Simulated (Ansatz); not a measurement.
The cell is COD entry 9008956, as deposited and not checked against the literature; nothing was relaxed. The listed cell was then made from it by scaling, straining or moving an atom.

SnO: DFT, PBE, all-electron LAPW, scalar-relativistic (Ansatz 0.2.0). What sets it apart from a plain run of this crystal: equal xy, yz and zx engineering shear strains of -3 %.

Command: `ansatz run input.yaml --threads 1 --pin off --max-ram 4096MiB --backend cpu --events-out ev --progress --plain --runs-dir out` The run took 64 s on 1 thread of Intel(R) Xeon(R) 6975P-C (Granite Rapids) (shared host), peak memory 1.1 GiB.

```yaml
crystal:
  lattice:
    - [3.802, -0.05703, -0.05703]
    - [-0.05703, 3.802, -0.05703]
    - [-0.07254, -0.07254, 4.836]
  atoms:
    - { symbol: Sn, position: [0.0, 0.5, 0.2385] }
    - { symbol: Sn, position: [0.5, 0.0, 0.7615] }
    - { symbol: O, position: [0.0, 0.0, 0.0] }
    - { symbol: O, position: [0.5, 0.5, 0.0] }
kpoints:
  mp_grid: { grid: [8, 8, 6] }
  band_path:
    path:
      - [0.0, 0.0, 0.0]
      - [-0.5, 0.5, 0.0]
      - [-0.5, 0.5, 0.5]
      - [0.0, 0.0, 0.5]
      - [0.0, 0.0, 0.0]
      - [-0.5, 0.0, 0.5]
      - [0.0, 0.0, 0.0]
      - [-0.5, 0.0, 0.0]
    npoints: 5
scf:
  occupations: { method: fermi_dirac, width: 0.01 }
hamiltonian:
  xc: pbe
  pseudopotentials: { kind: all_electron, lapw: { basis_error: 0.001 } }
output:
  forces: true
  stress: true
  eigenvalues: true
```

Output (standing set-up lines are left out):

```
LAPW: plane waves up to 9.664 Å⁻¹, error target 1.0e-3 eV per atom; small_component_spin mean_spin; O in spheres of 0.972 Å, 8 of its electrons in bands, Dirac shells []; Sn in spheres of 1.222 Å, 32 of its electrons in bands, Dirac shells []
Pseudopotential: Sn, LAPW, valence charge 32, Koelling and Harmon's equation, gaussian nucleus
Crystal: 4 atoms, lattice volume = 69.858 Å³
Basis set: ecut = 355.81209635403764 eV, 1057 PW (Γ), exchange–correlation at level 2
Bands: 48, of which v1, the nominal top of the filled ones, is band 40 counted from 1 (39 counted from 0)
Symmetry: 4 space group operations
Space group: C2/m (ITA 12), of the structure as read, at distance tolerance 4.1e-5 Å
k-points: 114 of 384
Initial density: superposition of atomic densities (chi_scale 0.1, normalization cell, long waves kept (reshape's long-wave potential 0.24 eV rms))
iter 1 solved again at ethr=9.70e-3 eV; its pass at ethr=1.00e-1 eV (dr2=7.76e0 eV) is discarded
SCF iter   1: F=—  HF=-340279.348979 eV  |F-HF|=—  |Δ(HF+E_count)|=         —  Δρ=8.96e-2  dr2=7.76e0  ethr=9.70e-3  ⟨swp⟩=2.0  Hψ=31985  notcnv=0
preconditioner: auto → Resta (q_TF=auto, 2.791 Å⁻¹)  ε∞=2.9  [insulator: Δε(μ)=0.992 eV  Ē_g=20.535 eV  σ=0.010 eV  W_gap=1.00  n_scr=28 (ndim 8)  ℏωp=28.1 eV  f_vac=0.075  D(μ)=0.00/eV (n_scr^D=0)  ε∞_Penn≈2.9]
iter 2 solved again at ethr=6.13e-4 eV; its pass at ethr=9.70e-3 eV (dr2=4.90e-1 eV) is discarded
SCF iter   2: F=—  HF=-340276.323793 eV  |F-HF|=—  |Δ(HF+E_count)|=    3.03e0  Δρ=2.44e-2  dr2=4.90e-1  ethr=6.13e-4  ⟨swp⟩=2.0  Hψ=28225  notcnv=0
preconditioner: auto → LDOS  [metal: Δε(μ)=0.016 eV  Ē_g=20.071 eV  σ=0.010 eV  W_gap=0.37  n_scr=28 (ndim 8)  ℏωp=28.1 eV  f_vac=0.109  D(μ)=0.77/eV (n_scr^D=2)  β→1.0]
SCF iter   3: F=—  HF=-340275.652468 eV  |F-HF|=—  |Δ(HF+E_count)|=   6.71e-1  Δρ=1.02e-2  dr2=1.00e-1  ethr=6.12e-4  ⟨swp⟩=3.0  Hψ=18008  notcnv=0
SCF iter   4: F=—  HF=-340275.663552 eV  |F-HF|=—  |Δ(HF+E_count)|=         —  Δρ=3.20e-3  dr2=2.25e-2  ethr=1.25e-4  ⟨swp⟩=3.0  Hψ=17443  notcnv=0
the basis was enlarged: its passes take 635.3 KiB over the memory plan, 1 of 1 planned eigensolver slots
SCF iter   5: F=—  HF=-340275.654673 eV  |F-HF|=—  |Δ(HF+E_count)|=   8.88e-3  Δρ=1.02e-3  dr2=1.07e-3  ethr=2.82e-5  ⟨swp⟩=2.9  Hψ=16663  notcnv=0
SCF iter   6: F=—  HF=-340275.654772 eV  |F-HF|=—  |Δ(HF+E_count)|=   9.94e-5  Δρ=5.42e-4  dr2=3.63e-4  ethr=1.34e-6  ⟨swp⟩=3.0  Hψ=17226  notcnv=0
SCF iter   7: F=—  HF=-340275.654665 eV  |F-HF|=—  |Δ(HF+E_count)|=   1.08e-4  Δρ=2.35e-4  dr2=6.74e-5  ethr=4.53e-7  ⟨swp⟩=2.0  Hψ=15506  notcnv=0
SCF iter   8: F=—  HF=-340275.654645 eV  |F-HF|=—  |Δ(HF+E_count)|=   1.94e-5  Δρ=4.21e-5  dr2=2.07e-6  ethr=8.43e-8  ⟨swp⟩=2.0  Hψ=15506  notcnv=0
SCF iter   9: F=-340275.654644 eV  HF=-340275.654645 eV  |F-HF|=5.92e-8  |Δ(HF+E_count)|=   6.73e-7  Δρ=6.63e-6  dr2=5.39e-8  ethr=2.59e-9  ⟨swp⟩=2.1  Hψ=15515  notcnv=0
SCF 1 converged in 9 iterations: F = -340275.654644 eV  dr2 = 5.39e-8
NSCF: frozen V_eff on 36 k-points
SCF converged after 9 iterations
Free energy (F): -340275.654644 eV
Harris-Foulkes:  -340275.654645 eV  (|F-HF|=5.92e-8)
Internal energy: -340275.654529 eV  (E = F + TS)
E sigma→0 (E₀):  -340275.654587 eV
Entropy (-TS):   -0.000116 eV (-0.029 meV/atom)
Fermi energy:    12.385511 eV
--- Per-component energies (eV) ---
  E_band       = -12535.792270
  E_kinetic    = 357661.615142
  E_xc         = -9462.472145
  E_electrostatic = -688474.797526  (all electrons and nuclei)
  E_smearing   = -0.000116  (= −TS)
  E_closure    = 0.000000  (closes the sum)
  E_atoms      = -340253.027698  (free atoms, spherical and without spin; not in F)
  Σ components = -340275.654644   (vs F -340275.654644, Δ=0.00e0)
  Basis errors (estimates in eV, not in F): energy 4.4e-4 per atom: plane waves 4.0e-4 (2.4e-4 summed), levels above the bands 0.0e0, relativity 7.3e-8, radial functions 3.9e-5, core shells 4.2e-8; eigenvalues (radial functions only) 5.8e-6; not estimated: angular momenta, meshes, grids; target (lapw.basis_error) 1.0e-3; muffin-tin radii O 0.972 Å, Sn 1.222 Å
--- Forces (eV/Å), atoms counted from 1 ---
  atom   1  Sn     0.18597967     0.18597967     0.38418827
  atom   2  Sn    -0.18597967    -0.18597967    -0.38418827
  atom   3  O      0.12219203    -0.12219203     0.00000000
  atom   4  O     -0.12219203     0.12219203    -0.00000000
  max |Σ_I F_I| component: 0.00e0 eV/Å
--- Stress (GPa, compression-positive) ---
        4.838387       2.551068       1.705356
        2.551068       4.838387       1.705356
        1.705356       1.705356       3.587153
  P = ⅓ Tr σ = 4.4213 GPa (44.213 kbar)
--- Band table (eV; the first three rows and the last of 114) ---
  k-point 0: bands = ["-494.1200", "-494.1200", "-456.2589", "-456.2589", "-456.2548", "-456.2548", "-456.2389", "-456.2389", "-456.2368", "-456.2368", "-456.2327", "-456.2327", "-117.1374", "-117.1373", "-72.9512", "-72.9506", "-72.9413", "-72.9409", "-72.9004", "-72.8994", "-9.7047", "-9.2809", "-9.2616", "-9.2488", "-9.2184", "-9.2096", "-9.1662", "-9.1551", "-9.1373", "-9.1227", "-7.9089", "-5.2358", "4.6748", "5.5992", "6.0409", "6.0855", "8.8477", "8.9682", "9.3756", "12.3875", "14.4910", "16.7149", "16.9004", "17.1278", "18.0118", "18.1010", "19.1848", "19.5673"]
  k-point 1: bands = ["-494.1200", "-494.1200", "-456.2589", "-456.2589", "-456.2548", "-456.2548", "-456.2389", "-456.2389", "-456.2368", "-456.2368", "-456.2327", "-456.2327", "-117.1374", "-117.1373", "-72.9511", "-72.9506", "-72.9413", "-72.9409", "-72.9003", "-72.8994", "-9.7004", "-9.2737", "-9.2650", "-9.2443", "-9.2153", "-9.2058", "-9.1696", "-9.1583", "-9.1436", "-9.1309", "-7.8995", "-5.2360", "3.9906", "6.0673", "6.1090", "6.5721", "8.8307", "8.9656", "9.3712", "12.1230", "14.2033", "16.1437", "16.4012", "16.8522", "18.8264", "18.9275", "19.1673", "19.8302"]
  k-point 2: bands = ["-494.1200", "-494.1200", "-456.2589", "-456.2589", "-456.2548", "-456.2548", "-456.2389", "-456.2389", "-456.2368", "-456.2368", "-456.2327", "-456.2327", "-117.1374", "-117.1373", "-72.9511", "-72.9507", "-72.9413", "-72.9410", "-72.9002", "-72.8996", "-9.6915", "-9.2733", "-9.2561", "-9.2309", "-9.2071", "-9.1957", "-9.1782", "-9.1671", "-9.1591", "-9.1507", "-7.8806", "-5.2364", "3.3463", "6.1215", "6.1705", "8.0377", "8.7978", "8.9593", "9.3613", "11.1751", "14.0404", "15.4664", "15.6764", "16.3846", "19.7149", "19.8150", "20.0011", "20.4869"]
  k-point 113: bands = ["-494.1200", "-494.1200", "-456.2589", "-456.2589", "-456.2548", "-456.2548", "-456.2389", "-456.2389", "-456.2368", "-456.2368", "-456.2327", "-456.2327", "-117.1373", "-117.1373", "-72.9513", "-72.9509", "-72.9415", "-72.9412", "-72.8999", "-72.8998", "-9.6327", "-9.6071", "-9.2294", "-9.2256", "-9.1983", "-9.1940", "-9.1711", "-9.1656", "-9.1323", "-9.1319", "-6.1721", "-6.0911", "3.2716", "3.4472", "6.6532", "6.8013", "9.4391", "9.6960", "9.8273", "9.9682", "14.6375", "14.6858", "16.3147", "16.4796", "17.9420", "18.0626", "22.4426", "22.5843"]
```
